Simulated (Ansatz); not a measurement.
The system is BaTiO3 (Barioperovskite).

```
Ba Ti O
1.0
     3.98550    0.00000    0.00000
     0.00000    2.83690    2.84515
     0.00000   -2.83690    2.84515
Ba Ti O
1 1 3
Direct
  0.00000 0.00000 0.00000
  0.50000 0.51240 0.51240
  0.50000 0.99184 0.50524
  0.50000 0.50524 0.99184
  0.00000 0.48740 0.48740
```

Base run:

* Program: Ansatz 0.2.0
* Functional: PBE
* Potentials or basis: JTH PAW
* Cutoff: 1380 eV (not typed: the program's choice for these potentials)
* k mesh: 7 × 7 × 7
* Occupations: fermi-dirac, width 0.05 eV
* Spin: no spin polarisation

Its results: band gap on the k mesh 1.94 eV, indirect (least direct gap 2.07 eV); pressure 3.6 GPa; largest force 0.266 eV/Å.

Task: The run is repeated on the same cell with these changes: potentials or basis from JTH PAW to Ansatz PAW; cutoff from 1380 eV (not typed: the program's choice for these potentials) to 420 eV (not typed: the program's choice for these potentials); k mesh from 7 × 7 × 7 to 4 × 4 × 4. What comes out?

Result: Band gap on the k mesh 1.90 eV, indirect (least direct gap 2.07 eV); pressure 2.3 GPa; largest force 0.296 eV/Å.

Caveats: spin-orbit coupling is left out, which moves the levels of the heavy elements; this barium file gives pressures and gaps apart from those of other sets (some runs); the k mesh misses the band edges, so the gap on the mesh is wider than the one along the path (some runs).
